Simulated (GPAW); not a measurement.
Runs of GPAW 26.7.0 on AlN. The structure is cubic, space group F-43m (No. 216). Conventional cell: a = 4.368 Å, b = 4.368 Å, c = 4.368 Å, α = 90.00°, β = 90.00°, γ = 90.00°. Around Al (site symmetry -43m) lie 4 N at 1.89 Å. N (site symmetry -43m) has 4 Al at 1.89 Å as nearest neighbours. Measurements of this composition are mostly on another form, of space group No. 186.

```csv
task,level,potentials or basis,k mesh,cutoff (eV),smearing,band path,band points,eigensolver,gap on the mesh (eV),V0 of scaled cells (Å³/atom),B0 (GPa)
band structure,BEEF-vdW,"GPAW PAW data sets (gpaw-data 1.2.1), pw",10 × 10 × 10,800,fermi-dirac 0.05 eV,"GXWKGLUWLK,UX",100,-,3.58,-,-
equation of state,RPBE+D3(BJ),"the program's PAW data sets (release 1.2.1) made for this functional, pw",10 × 10 × 10,800,fermi-dirac 0.05 eV,-,-,-,-,9.88,(b)
band structure,PBEint,"PAW data sets generated in the run's folder for this functional, pw",10 × 10 × 10,800,fermi-dirac 0.05 eV,"GXWKGLUWLK,UX",80,-,3.16,-,-
equation of state,BLYP+D3(BJ),"PAW data sets generated in the run's folder for this functional, pw",10 × 10 × 10,800,fermi-dirac 0.05 eV,-,-,davidson,-,(a),207
equation of state,WC,"PAW data sets generated in the run's folder for this functional, pw",10 × 10 × 10,800,fermi-dirac 0.05 eV,-,-,-,-,10.55,201
equation of state,BP86+D3,"PAW data sets generated in the run's folder for this functional, pw",10 × 10 × 10,800,fermi-dirac 0.05 eV,-,-,-,-,10.48,209
equation of state,revPBE+D3(BJ),"the program's PAW data sets (release 1.2.1) made for this functional, pw",10 × 10 × 10,800,fermi-dirac 0.05 eV,-,-,-,-,10.45,203
```

Alike in all rows: no spin polarisation; cell as given.

Question: Estimate the missing entries.

Answer: (a) 10.39; (b) 230.

Caveats: the PAW data sets were made with another functional, which shifts forces and pressure a little (some runs).

A k mesh can miss the band edges.

Not every run made on this cell is shown here.
